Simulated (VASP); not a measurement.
ZnO (zincite): equation of state with PBEsol

The system is ZnO (zincite).

```
Zn O
1.0
     3.24931    0.00000    0.00000
    -1.62465    2.81398    0.00000
     0.00000    0.00000    5.20571
Zn O
2 2
Cartesian
  1.6247 0.9380 0.0000
  0.0000 1.8760 2.6029
  0.0000 1.8760 4.5759
  1.6247 0.9380 1.9730
```

```
Program             : VASP 6.6.1
Task                : equation of state
Functional          : PBEsol
Potentials or basis : VASP PAW PBE potentials, release 64 (Zn, O)
Cutoff              : 520 eV
k mesh              : 9 × 9 × 5
Occupations         : fermi-dirac, width 0.05 eV
Spin                : no spin polarisation
```

```yaml
Equilibrium_volume: 11.87 Å³/atom
Bulk_modulus_at_fixed_shape_and_positions: 145 GPa
Pressure_derivative_of_the_bulk_modulus: 4.5
```

Energy against volume, from the lowest point:
| volume (Å³/atom) | energy (meV/atom) |
| --- | --- |
| 11.186 | 19.95 |
| 11.424 | 8.18 |
| 11.662 | 1.71 |
| 11.900 | 0.00 |
| 12.138 | 2.53 |
| 12.376 | 8.89 |
| 12.614 | 18.65 |

All runs of the series together: 5 min on 1 thread of AMD EPYC 7R13 Processor (Zen 3), with other jobs on the host.

Caveat: the cell was scaled at fixed shape and fractional positions, which overstates the stiffness of a crystal with free parameters, most of all of layers and chains; the PAW data sets were made with another functional, which shifts forces and pressure a little.
